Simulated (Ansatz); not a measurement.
**Band structure of CuO**

```yaml
crystal:
  lattice:
    - [2.34465, -1.71340, 0.00000]
    - [2.34465, 1.71340, 0.00000]
    - [-0.86055, 0.00000, 5.05944]
  atoms:
    - { symbol: Cu, position: [0.00320, 0.49680, 0.00000] }
    - { symbol: Cu, position: [0.49680, 0.00320, 0.50000] }
    - { symbol: O, position: [0.57140, 0.40560, 0.25370] }
    - { symbol: O, position: [0.40560, 0.57140, 0.75370] }
```

Atoms are numbered in the order listed.

The geometry is COD entry 9016057, unchecked; take it as a test cell.

Without spin polarisation or U, such a compound can come out metallic where the real one is a magnetic insulator.

The calculation used Ansatz 0.2.0, DFT, PBE, all-electron LAPW, scalar-relativistic.

Settings: a Γ-centred 15×15×8 k mesh, Fermi–Dirac smearing of 0.03 eV, basis error target 0.5 meV/atom, no spin polarisation.

Points in fractions of the reciprocal vectors of this cell: Γ (0, 0, 0), C (-0.387, 0.387, 0), C2 (-0.613, -0.387, 0), Y2 (-0.5, -0.5, 0), M2 (-0.5, -0.5, 0.5), D (-0.634, -0.366, 0.5), D2 (-0.366, 0.366, 0.5), A (0, 0, 0.5). The path joins them by straight lines in the order Γ–C–C2–Y2–Γ–M2–D–D2–A; legs that retrace an earlier one aren't tabulated. Energies are in eV from the Fermi level.

Task: Is there a gap?

Result: none: bands cross the Fermi level, a metal.

Task: List the levels between -20 and 8 eV at the symmetry points.

Result: 
Γ: -19.96, -18.64, -8.18, -5.57, -5.21, -3.40, -3.33, -3.26, -3.07, -2.78, -2.70, -2.53, -2.33, -2.22, -2.14, -1.65, 0.20, 0.91, 1.66, 5.98
C: -18.79, -18.34, -7.07, -6.34, -6.12, -5.46, -4.78, -4.67, -2.65, -2.41, -2.35, -2.18, -2.07, -2.00, -1.41, -1.34, -1.29, 0.89, 4.82, 7.14, 7.63
C2: -18.79, -18.34, -7.07, -6.34, -6.12, -5.46, -4.78, -4.67, -2.65, -2.41, -2.35, -2.18, -2.07, -2.00, -1.41, -1.34, -1.29, 0.89, 4.82, 7.14, 7.63
Y2: -18.69, -18.34, -7.45, -6.14, -5.94, -5.47, -4.72, -3.90, -3.18, -2.63, -2.28, -2.26, -2.14, -2.13, -1.66, -1.23, -0.67, 1.06, 3.31, 6.99
M2: -18.52 (×2), -6.60 (×2), -5.66 (×2), -5.04 (×2), -2.71 (×2), -2.25 (×2), -1.67 (×2), -1.32 (×2), -0.41 (×2), 5.17 (×2)
D: -18.60 (×2), -6.33 (×2), -6.00 (×2), -5.04 (×2), -2.54 (×2), -2.32 (×2), -1.81 (×2), -1.50 (×2), -0.29 (×2), 5.81 (×2)
D2: -18.60 (×2), -6.33 (×2), -6.00 (×2), -5.04 (×2), -2.54 (×2), -2.32 (×2), -1.81 (×2), -1.50 (×2), -0.29 (×2), 5.81 (×2)
A: -19.37 (×2), -6.16 (×2), -5.14 (×2), -4.09 (×2), -2.76 (×2), -2.41 (×2), -2.24 (×2), -1.49 (×2), 0.24 (×2), 3.87 (×2)
